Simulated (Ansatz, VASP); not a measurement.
## PbF2 in VASP and in Ansatz

INCAR

```
SYSTEM = PbF2
ALGO = Normal
EDIFF = 1E-6
ENCUT = 520
GGA = PE
ISIF = 2
ISMEAR = 0
LASPH = .True.
LCHARG = .True.
LELF = .True.
LREAL = .False.
LVHAR = .True.
LWAVE = .False.
NBANDS = 21
NELM = 100
PREC = Accurate
SIGMA = 0.05
```

The input KPOINTS:

```
k-points
0
Gamma
  8 8 8
  0 0 0
```

Contents of POSCAR:

```
PbF2
1.0
   -0.0742462500      2.9698500000      2.9698500000
    2.8956037500      0.0000000000      2.8956037500
    2.9698500000      2.9698500000     -0.0742462500
Pb F
1 2
Direct
    0.0000000000      0.0000000000      0.0000000000
    0.2500000000      0.2500000000      0.2500000000
    0.7500000000      0.7500000000      0.7500000000
```

Input for Ansatz:

```yaml
crystal:
  lattice:
    - [-0.07424625, 2.96985, 2.96985]
    - [2.89560375, 0.0, 2.89560375]
    - [2.96985, 2.96985, -0.07424625]
  atoms:
    - { symbol: Pb, position: [0.0, 0.0, 0.0] }
    - { symbol: F, position: [0.25, 0.25, 0.25] }
    - { symbol: F, position: [0.75, 0.75, 0.75] }
basis:
  ecutwfc: 420
kpoints:
  mp_grid: { grid: [8, 8, 8] }
hamiltonian:
  xc: pbe
scf:
  occupations: { method: gaussian, width: 0.05 }
output:
  forces: true
  stress: true
  eigenvalues: true
```

Change from the starting cell: strain -0.0500 x Voigt [0, 0, 0, 0, 1, 0], atoms carried along.

Alike in both runs: task single point; functional PBE; k mesh 8 × 8 × 8; occupations gaussian, width 0.05 eV; no spin polarisation.

|  | VASP | Ansatz |
| --- | --- | --- |
| version | VASP 6.6.1 | Ansatz 0.2.0 |
| potentials or method | VASP PAW PBE potentials, release 64 (Pb_d, F) | scalar-relativistic, plane waves, PAW |
| plane-wave cutoff (eV) | 520 | 420 |
| valence electrons in the cell | 28 | 28 |

```csv
,VASP,Ansatz,Ansatz less VASP
gap on the k mesh at the Fermi level (eV),4.39,4.39,+0.005
least direct gap on the mesh (eV),4.54,4.55,+0.003
pressure (GPa),2.2,2.4,+0.21
largest component of the traceless stress (GPa),1.65,1.62,-0.022
rms of the force components (eV/Å),0.068,0.067,-0.0011
```

Atom by atom the forces differ by 0.001 eV/Å (rms over components). With one functional, cell and mesh, what is left measures potentials, basis and numerics.

Caveats: spin-orbit coupling is left out, which as a rule narrows the gap of such compounds by several tenths of an eV. A k mesh can miss the band edges.
